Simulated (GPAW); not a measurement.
Here is a GPAW 26.7.0 calculation.

File run.py:

```python
from ase import Atoms
from ase.filters import FrechetCellFilter
from ase.io import write
from ase.optimize import BFGS
from ase.units import GPa
from gpaw import GPAW, PW, setup_paths

setup_paths.insert(0, '.')

atoms = Atoms(['Ni', 'Ti', 'Ti', 'Ti'],
              cell=[[3.935175, 0.0, 0.0],
                    [0.0, 3.935175, 0.0],
                    [0.0, 0.0, 3.935175]],
              scaled_positions=[[0.0, 0.0, 0.0],
                                [0.5, 0.5, 0.0],
                                [0.5, 0.0, 0.5],
                                [0.0, 0.5, 0.5]],
              pbc=True)
atoms.set_initial_magnetic_moments([1.0, 1.0, 1.0, 1.0])

calc = GPAW(mode=PW(600),
            xc='PBEsol',
            kpts={'size': (5, 5, 5), 'gamma': True},
            occupations={'name': 'fermi-dirac', 'width': 0.05},
            nbands=47,
            convergence={'density': 1e-05, 'forces': 0.0001},
            maxiter=150,
            txt='gpaw.txt')
atoms.calc = calc
opt = BFGS(FrechetCellFilter(atoms, scalar_pressure=10 * GPa), trajectory='relax.traj', logfile='-')
done = opt.run(fmax=0.02, steps=60)
calc.write('gs.gpw')
write('result.traj', atoms)
print('Converged:', done)
print('Cell:', atoms.cell.cellpar().round(4))
print('Volume:', round(atoms.get_volume(), 4))
print(atoms.get_scaled_positions().round(5))
```

Potentials or basis: PAW data sets generated in the run's folder for this functional, pw.

Command:

```bash
$ gpaw-setup -f PBEsol Ni Ti
$ OMP_NUM_THREADS=1 python run.py
```

Problem. What does it give for the relaxed cell?

Solution. a = 3.806 Å, b = 3.806 Å, c = 3.806 Å, α = 90.00°, β = 90.00°, γ = 90.00°.

Problem. Estimate the band gap on the k mesh.

Solution. None (metal or under the smearing width).

Problem. Predict the net moment.

Solution. 0.00 μB per cell.

Step by step:
```
step  energy change (eV)  largest force (eV/Å)  pressure (GPa)  volume (Å³)
   1              0.0000                0.0000           -4.89        60.94
   2             -0.0179                0.0000           -2.98        60.02
   3              0.1294                0.0000           11.25        54.74
   4              0.1007                0.0000            9.92        55.15
```

Caveat: each step starts from the last one's moments, so a moment once lost doesn't come back; the stock nickel data set gives pressures a few GPa off other programs; later steps reuse the first step's grids.
